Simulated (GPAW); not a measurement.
Write an ASE script for GPAW 26.7.0 that does the following.

```
Task                : single point
Functional          : PBEsol
Potentials or basis : PAW data sets generated in the run's folder for this functional
Cutoff              : 800 eV
Basis               : pw
k mesh              : 7 × 7 × 7
Occupations         : gaussian, width 0.05 eV
Spin                : collinear spin, ferromagnetic start
Starting moments    : [2.0, 0.0] μB
Hubbard terms       : Co d U = 3 eV
Maxiter             : 150
```

Crystal: CoO.

```
Co O
1.0
     0.00000    2.34364    2.34364
     2.34364    0.00000    2.34364
     2.34364    2.34364    0.00000
Co O
1 1
Direct
  0.00000 0.00000 0.00000
  0.25000 0.25000 0.25000
```

Measurements of this composition are mostly on another form, of space group No. 225.

One way to write it, as run:

run.py

```python
from ase import Atoms
from ase.dft.bandgap import bandgap
from ase.io import write
from ase.units import GPa
from gpaw import GPAW, PW, setup_paths

setup_paths.insert(0, '.')

atoms = Atoms(['Co', 'O'],
              cell=[[0.0, 2.34364184, 2.34364184],
                    [2.34364184, 0.0, 2.34364184],
                    [2.34364184, 2.34364184, 0.0]],
              scaled_positions=[[0.0, 0.0, 0.0],
                                [0.25, 0.25, 0.25]],
              pbc=True)
atoms.set_initial_magnetic_moments([2.0, 0.0])

calc = GPAW(mode=PW(800),
            xc='PBEsol',
            kpts={'size': (7, 7, 7), 'gamma': True},
            occupations={'name': 'methfessel-paxton', 'order': 0, 'width': 0.05},
            setups={'Co': ':d,3.0'},
            nbands=17,
            convergence={'density': 1e-05, 'energy': 1e-05},
            maxiter=150,
            txt='gpaw.txt')
atoms.calc = calc
energy = atoms.get_potential_energy()
forces = atoms.get_forces()
stress = atoms.get_stress()
calc.write('gs.gpw')
write('result.traj', atoms)
print(f'Energy: {energy:.6f} eV')
print('Forces (eV/A):')
print(forces.round(4))
print('Stress (GPa):', (stress / GPa).round(3))
print('Moments:', calc.get_magnetic_moments().round(3))
print('Fermi level:', round(calc.get_fermi_level(), 4), 'eV')
print(f'Gap: {bandgap(calc)[0]:.4f} eV, direct: {bandgap(calc, direct=True)[0]:.4f} eV')
```

Potentials or basis: PAW data sets generated in the run's folder for this functional, pw.

Command:

```bash
$ gpaw-setup -f PBEsol Co O
$ OMP_NUM_THREADS=1 python run.py
```

Results of the run:

- Pressure: -9.3 GPa
- Band gap on the k mesh: 0.29 eV, direct
- Net moment: 3.00 μB per cell
- Site moments: Co +2.61; O +0.14 μB

Caveat: a cell with one magnetic atom can't hold antiferromagnetic order, which such compounds often take.

Run time: 38 s on 1 thread of Intel(R) Xeon(R) Platinum 8259CL CPU @ 2.50GHz (Skylake/Cascade Lake), with other jobs on the host, peak memory 0.18 GiB.
